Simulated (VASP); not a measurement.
# AgCl in VASP: one cell, several levels of theory, part 2 of 2

The system is AgCl, a lower-symmetry cell derived from the zincblende prototype, a generated structure that needn't be the ground state.

VASP 6.6.1, plane waves, PAW. Earlier steps stand in the parts before.

## Step 3: Single point with r2SCAN

The input, INCAR:

```
ENCUT = 520.000000
SIGMA = 0.010000
EDIFF = 1.00e-07
ALGO = Normal
METAGGA = R2SCAN
PREC = Accurate
IBRION = -1
ISIF = 2
ISMEAR = 0
NBANDS = 16
NELM = 120
NSW = 0
LASPH = .TRUE.
LCHARG = .TRUE.
LELF = .TRUE.
LWAVE = .FALSE.
LREAL = .FALSE.
```

The input, KPOINTS:

```
KPOINTS created by Atomic Simulation Environment
0
Gamma
8 8 8
0 0 0
```

The input, KPOINTS_OPT:

```
special points
6
Reciprocal
0.0000000000 0.0000000000 0.0000000000 1
-0.5000000000 -0.5000000000 0.0000000000 1
-0.3750000000 -0.3750000000 0.2500000000 1
-0.3750000000 0.0000000000 0.3750000000 1
0.0000000000 0.0000000000 0.5000000000 1
-0.5000000000 -0.2500000000 0.2500000000 1
```

The input, POSCAR:

```
Ag Cl
 1.0000000000000000
     0.0205536243000000    3.0137998757000002    3.0137998757000002
     3.0137998757000002    0.0205536243000000    3.0137998757000002
     3.0137998757000002    3.0137998757000002    0.0205536243000000
 Ag  Cl
   1   1
Cartesian
  0.0072516024876572  0.0072516024876572  0.0072516024876572
  1.5047867414373421  1.5047867414373421  1.5047867414373421
```

On the command line:

```bash
> mpirun -np 1 vasp_std
```

Printed to the terminal (iteration lines stand in OSZICAR):

```text
POSCAR found type information on POSCAR AgCl
 POSCAR found :  2 types and       2 ions
 -----------------------------------------------------------------------------
|                                                                             |
|                                                                             |
|     You enforced a specific xc type in the INCAR file but a different       |
|     I HOPE YOU KNOW WHAT YOU ARE DOING!                                     |
|                                                                             |
 -----------------------------------------------------------------------------

 LDA part: xc-table for (None), standard interpolation
 POSCAR, INCAR and KPOINTS ok, starting setup
 FFT: planning ... GRIDC
 FFT: planning ... GRID_SOFT
 FFT: planning ... GRID
 WAVECAR not read
 entering main loop
 Start KPOINTS_OPT (optional k-point list driver)
k-point batch [1-6\6]
```

OSZICAR:

```text
N       E                     dE             d eps       ncg     rms          rms(c)
DAV:   1     0.734857898047E+02    0.73486E+02   -0.83656E+03  2112   0.997E+02
DAV:   2    -0.295873471794E+02   -0.10307E+03   -0.95883E+02  2576   0.218E+02
DAV:   3    -0.337228576049E+02   -0.41355E+01   -0.41252E+01  2640   0.461E+01
DAV:   4    -0.337574370628E+02   -0.34579E-01   -0.34576E-01  2720   0.447E+00
DAV:   5    -0.337580561294E+02   -0.61907E-03   -0.61906E-03  2480   0.608E-01    0.558E+00
DAV:   6    -0.286186739146E+02    0.51394E+01   -0.35866E+00  2120   0.205E+01    0.631E+00
DAV:   7    -0.285578427399E+02    0.60831E-01   -0.16925E-01  2616   0.402E+00    0.426E+00
DAV:   8    -0.285422168735E+02    0.15626E-01   -0.12681E-01  2416   0.407E+00    0.726E-01
DAV:   9    -0.285437271390E+02   -0.15103E-02   -0.64893E-03  2816   0.778E-01    0.357E-01
DAV:  10    -0.285432134704E+02    0.51367E-03   -0.14829E-03  2440   0.423E-01    0.140E-01
DAV:  11    -0.285432637864E+02   -0.50316E-04   -0.93233E-04  2696   0.271E-01    0.515E-02
DAV:  12    -0.285432652281E+02   -0.14417E-05   -0.32034E-05  2776   0.789E-02    0.283E-02
DAV:  13    -0.285432623800E+02    0.28481E-05   -0.27445E-05  2368   0.440E-02    0.478E-03
DAV:  14    -0.285432620591E+02    0.32093E-06   -0.55508E-07  2392   0.833E-03    0.246E-03
DAV:  15    -0.285432617678E+02    0.29122E-06   -0.27865E-07  2424   0.508E-03    0.819E-04
DAV:  16    -0.285432618055E+02   -0.37692E-07   -0.17237E-08  1224   0.146E-03
   1 F= -.28543262E+02 E0= -.28543262E+02  d E =-.137122E-55
       N       E                     dE             ncg
DAV:   1     0.207025369227E+04   -0.26138E+04      192
DAV:   2     0.145999494020E+04   -0.61026E+03      240
DAV:   3     0.143713502931E+04   -0.22860E+02      256
DAV:   4     0.143695859939E+04   -0.17643E+00      240
DAV:   5     0.143695537254E+04   -0.32269E-02      256
DAV:   6     0.143695529594E+04   -0.76602E-04      272
DAV:   7     0.143695529383E+04   -0.21144E-05      248
DAV:   8     0.143695529377E+04   -0.56759E-07      240
```

Parts of OUTCAR:

```text
k-points           NKPTS =     65   k-points in BZ     NKDIM =     65   number of bands    NBANDS=     16

   NELECT =      18.0000    total number of electrons

   dimension x,y,z NGX =    32 NGY =   32 NGZ =   32
   dimension x,y,z NGXF=    64 NGYF=   64 NGZF=   64

  energy-cutoff  :      520.00
  volume of cell :       54.19
      direct lattice vectors                 reciprocal lattice vectors
     0.020553624  3.013799876  3.013799876    -0.167610388  0.166475055  0.166475055
     3.013799876  0.020553624  3.013799876     0.166475055 -0.167610388  0.166475055
     3.013799876  3.013799876  0.020553624     0.166475055  0.166475055 -0.167610388

 k-points in reciprocal lattice and weights: KPOINTS created by Atomic Simulation Env
   0.00000000  0.00000000  0.00000000       0.002
   0.12500000 -0.00000000 -0.00000000       0.012
   0.25000000 -0.00000000 -0.00000000       0.012
   0.37500000  0.00000000  0.00000000       0.012
   0.50000000 -0.00000000 -0.00000000       0.006
   0.12500000  0.12500000 -0.00000000       0.012
   0.25000000  0.12500000  0.00000000       0.023
   0.37500000  0.12500000 -0.00000000       0.023
[... 57 more k-points ...]

 E-fermi :   1.4887

 k-point     1 :       0.0000    0.0000    0.0000
  band No.  band energies     occupation
      1     -14.1057      2.00000
      2      -2.8215      2.00000
      3      -2.7714      2.00000
      4      -2.7714      2.00000
      5      -0.7272      2.00000
      6      -0.7272      2.00000
      7       1.3571      2.00000
      8       1.3571      2.00000
      9       1.3804      2.00000
     10       2.9779      0.00000
     11       9.9602      0.00000
     12      10.0915      0.00000
     13      10.0915      0.00000
     14      14.5094      0.00000
     15      14.5532      0.00000
     16      14.5532      0.00000

 k-point     2 :       0.1250   -0.0000   -0.0000
  band No.  band energies     occupation
      1     -14.0807      2.00000
      2      -2.8229      2.00000
      3      -2.7775      2.00000
      4      -2.7435      2.00000
      5      -0.7321      2.00000
      6      -0.7306      2.00000
      7       0.9875      2.00000
      8       1.2884      2.00000
      9       1.3014      2.00000
     10       3.4687      0.00000
     11       9.5305      0.00000
     12      10.1291      0.00000
     13      10.2260      0.00000
     14      13.9150      0.00000
     15      13.9477      0.00000
     16      14.7863      0.00000

 k-point     3 :       0.2500   -0.0000   -0.0000
  band No.  band energies     occupation
      1     -14.0197      2.00000
      2      -2.8734      2.00000
      3      -2.7074      2.00000
      4      -2.6784      2.00000
      5      -0.7286      2.00000
      6      -0.7225      2.00000
      7       0.3075      2.00000
      8       1.1054      2.00000
      9       1.1118      2.00000
     10       4.4256      0.00000
     11       8.7324      0.00000
     12      10.3675      0.00000
     13      10.4070      0.00000
     14      13.6072      0.00000
     15      13.6981      0.00000
     16      13.9888      0.00000

 k-point     4 :       0.3750    0.0000    0.0000
  band No.  band energies     occupation
      1     -13.9579      2.00000
      2      -2.8640      2.00000
      3      -2.6358      2.00000
      4      -2.6178      2.00000
      5      -0.6949      2.00000
      6      -0.6835      2.00000
      7      -0.3102      2.00000
      8       0.8872      2.00000
      9       0.9129      2.00000
     10       5.2633      0.00000
     11       8.3615      0.00000
     12      10.3555      0.00000
     13      10.3700      0.00000
     14      13.5808      0.00000
     15      14.3200      0.00000
     16      14.4641      0.00000

 k-point     5 :       0.5000   -0.0000   -0.0000
  band No.  band energies     occupation
      1     -13.9321      2.00000
      2      -2.8346      2.00000
      3      -2.6075      2.00000
      4      -2.5945      2.00000
      5      -0.6683      2.00000
      6      -0.6546      2.00000
      7      -0.5728      2.00000
      8       0.7865      2.00000
      9       0.8205      2.00000
     10       5.5634      0.00000
     11       8.3501      0.00000
     12      10.2846      0.00000
     13      10.3148      0.00000
     14      13.5414      0.00000
     15      15.2731      0.00000
     16      15.4638      0.00000

 k-point     6 :       0.1250    0.1250   -0.0000
  band No.  band energies     occupation
      1     -14.0726      2.00000
      2      -2.8683      2.00000
      3      -2.7458      2.00000
      4      -2.7162      2.00000
      5      -0.7626      2.00000
      6      -0.7059      2.00000
      7       1.0418      2.00000
      8       1.1754      2.00000
      9       1.1886      2.00000
     10       3.6250      0.00000
     11       9.3497      0.00000
     12      10.2295      0.00000
     13      10.3042      0.00000
     14      12.8615      0.00000
     15      14.5959      0.00000
     16      15.7438      0.00000

 k-point     7 :       0.2500    0.1250    0.0000
  band No.  band energies     occupation
      1     -14.0238      2.00000
      2      -2.9183      2.00000
      3      -2.6756      2.00000
      4      -2.6583      2.00000
      5      -0.7820      2.00000
      6      -0.6865      2.00000
      7       0.5151      2.00000
      8       0.9740      2.00000
      9       1.0569      2.00000
     10       4.4125      0.00000
     11       8.7664      0.00000
     12      10.2926      0.00000
     13      10.4971      0.00000
     14      12.4170      0.00000
     15      14.4010      0.00000
     16      15.4188      0.00000

 k-point     8 :       0.3750    0.1250   -0.0000
  band No.  band energies     occupation
      1     -13.9623      2.00000
      2      -2.8965      2.00000
      3      -2.6106      2.00000
      4      -2.5980      2.00000
      5      -0.7516      2.00000
      6      -0.6613      2.00000
      7      -0.1334      2.00000
      8       0.7636      2.00000
      9       0.8586      2.00000
     10       5.3447      0.00000
     11       8.3749      0.00000
     12       9.9566      0.00000
     13      10.5995      0.00000
     14      13.0563      0.00000
     15      14.7794      0.00000
     16      14.9032      0.00000

 k-point     9 :       0.5000    0.1250    0.0000
  band No.  band energies     occupation
      1     -13.9243      2.00000
      2      -2.8136      2.00000
      3      -2.6008      2.00000
      4      -2.5630      2.00000
      5      -0.7014      2.00000
      6      -0.6588      2.00000
      7      -0.5250      2.00000
      8       0.6485      2.00000
      9       0.6996      2.00000
     10       5.8926      0.00000
     11       8.2787      0.00000
     12       9.8433      0.00000
     13      10.5290      0.00000
     14      13.7487      0.00000
     15      15.0381      0.00000
     16      15.3605      0.00000

 k-point    10 :      -0.3750    0.1250    0.0000
  band No.  band energies     occupation
      1     -13.9327      2.00000
      2      -2.8034      2.00000
      3      -2.6269      2.00000
      4      -2.5862      2.00000
      5      -0.7126      2.00000
      6      -0.6666      2.00000
      7      -0.4233      2.00000
      8       0.5859      2.00000
      9       0.8276      2.00000
     10       5.7929      0.00000
     11       8.3314      0.00000
     12       9.7456      0.00000
     13      10.5307      0.00000
     14      14.1186      0.00000
     15      14.3207      0.00000
     16      15.3006      0.00000

 k-point    11 :      -0.2500    0.1250    0.0000
  band No.  band energies     occupation
      1     -13.9823      2.00000
      2      -2.8641      2.00000
      3      -2.6696      2.00000
      4      -2.6405      2.00000
      5      -0.7613      2.00000
      6      -0.6712      2.00000
      7       0.0788      2.00000
      8       0.7171      2.00000
      9       1.0613      2.00000
     10       5.0613      0.00000
     11       8.5828      0.00000
     12       9.8018      0.00000
     13      10.5834      0.00000
     14      13.0890      0.00000
     15      14.3620      0.00000
     16      15.0791      0.00000

 k-point    12 :      -0.1250    0.1250    0.0000
  band No.  band energies     occupation
      1     -14.0435      2.00000
      2      -2.8590      2.00000
      3      -2.7442      2.00000
      4      -2.6951      2.00000
      5      -0.7610      2.00000
      6      -0.7045      2.00000
      7       0.6614      2.00000
      8       0.9996      2.00000
      9       1.2499      2.00000
     10       4.0958      0.00000
     11       9.0744      0.00000
     12      10.0932      0.00000
     13      10.3872      0.00000
     14      13.0892      0.00000
     15      13.8598      0.00000
     16      15.7257      0.00000

[... the tables of k-points 13 to 65 left out ...]

  Total       -0.1469424     -0.1469424     -0.1469424     -0.0039928     -0.0039928     -0.0039928
  in kB       -4.3446018     -4.3446018     -4.3446018     -0.1180529     -0.1180529     -0.1180529
  external PRESSURE =      -4.3446018 kB  Pullay stress =       0.0000000 kB

 POSITION                                       TOTAL-FORCE (eV/Angst)
 -----------------------------------------------------------------------------------
      0.00725      0.00725      0.00725        -0.000911     -0.000911     -0.000911
      1.50479      1.50479      1.50479         0.000911      0.000911      0.000911
 -----------------------------------------------------------------------------------
    total drift:                                0.000246      0.000246      0.000246

  FREE ENERGIE OF THE ION-ELECTRON SYSTEM (eV)
  ---------------------------------------------------
  free  energy   TOTEN  =       -28.5432618055 eV

  energy  without entropy=      -28.5432618055  energy(sigma->0) =      -28.54326181
```

Hardware: 1 MPI rank of Intel Xeon Platinum 8488C, shared host.

The levels at the points of KPOINTS_OPT are read from vasprun.xml.

Band energies at the special points (eV, zero at the top of v, the last band that the electrons fill by count):

```
point    v−1      v     c   c+1
    Γ  -0.02   0.00  1.60  8.58
    X  -1.36  -1.35  5.08  5.92
    U  -1.36  -1.06  5.78  6.04
    K  -1.33  -1.06  5.70  6.11
    L  -0.59  -0.56  4.18  6.97
    W  -1.76  -1.01  6.07  6.38
```

The r2SCAN gap is 1.60 eV, direct at Γ. Pressure: -0.43 GPa; the forces vanish within 0.01 eV/Å.

The maps below are laid out on this run's own conventional cell (a, b, c = 4.233, 4.233, 10.476 Å).

Density in a lattice plane of the grid's cell (edges 4.23 and 10.48 Å, at 0.000 of the third edge), which holds Ag and Cl.

Values in e/Å³, 12 rows by 6 columns:
```
1.10 0.33 0.04 0.02 0.04 0.33
0.96 0.37 0.05 0.02 0.05 0.37
0.16 1.34 0.15 0.07 0.15 1.34
0.80 0.35 0.13 0.19 0.13 0.35
0.03 0.03 0.04 0.07 0.04 0.03
0.01 0.01 0.05 0.09 0.05 0.01
0.01 0.03 0.15 0.30 0.15 0.03
0.01 0.03 0.13 0.25 0.13 0.03
0.01 0.01 0.04 0.07 0.04 0.01
0.03 0.03 0.05 0.08 0.05 0.03
0.98 0.31 0.15 0.23 0.15 0.31
8.02 2.06 0.13 0.09 0.13 2.06
```
Columns run along the first of these edges and rows up along the second, over one cell in 6 and 12 even steps from the bottom left corner. Atoms in the plane (fractional): Ag at (0.00, 1.00), Cl at (1.00, 0.75).

ELF in the same plane.

Ten even steps from ' ' (0.00) to '@' (0.86):
```
  ..::..      ..::..
......          ....
%%##==..      ..==##
@@@@@@++      ++@@@@
--%%@@++..  ..++@@%%
@@@@@@--......--@@@@
@@%%==....::....==%%
--::    ......    ::
                    
      ..------..    
      ::++++++::    
      ::------::    
      ..........    
        ......      
                    
          ..        
..    ..==++==..    
--::..::**##**::..::
  ..::..==##==..::..
    ::....--....::  
```
Columns run along the first of these edges and rows up along the second, over one cell in 10 and 20 even steps from the bottom left corner. Atoms in the plane (fractional): Ag at (0.00, 1.00), Cl at (1.00, 0.75).

Both are smooth fields of the valence electrons: close to the nuclei they are not physical.

The highest ELF values outside the cores: 0.88 in the shell around Cl, 0.7 Å from Cl.

## Step 4: What came out

This closing draws on all 2 parts.

```
 level  gap (eV)  pressure (GPa)  Ansatz: gap (eV)  Ansatz: pressure (GPa)
   PBE      1.25            0.72              1.25                    0.82
r2SCAN      1.60           -0.43              1.64                   -0.34
```

**Reading.** The gap runs from 1.25 eV (PBE) to 1.60 eV (r2SCAN). The pressure is highest with PBE (0.7 GPa) and lowest with r2SCAN (-0.4 GPa), which orders the cells that they would relax to. The two programs agree on the gap within 0.06 eV, far less than the spread between functionals. The two codes have different PAW datasets and cutoffs. VASP's cell holds 18 valence electrons and Ansatz's 26.
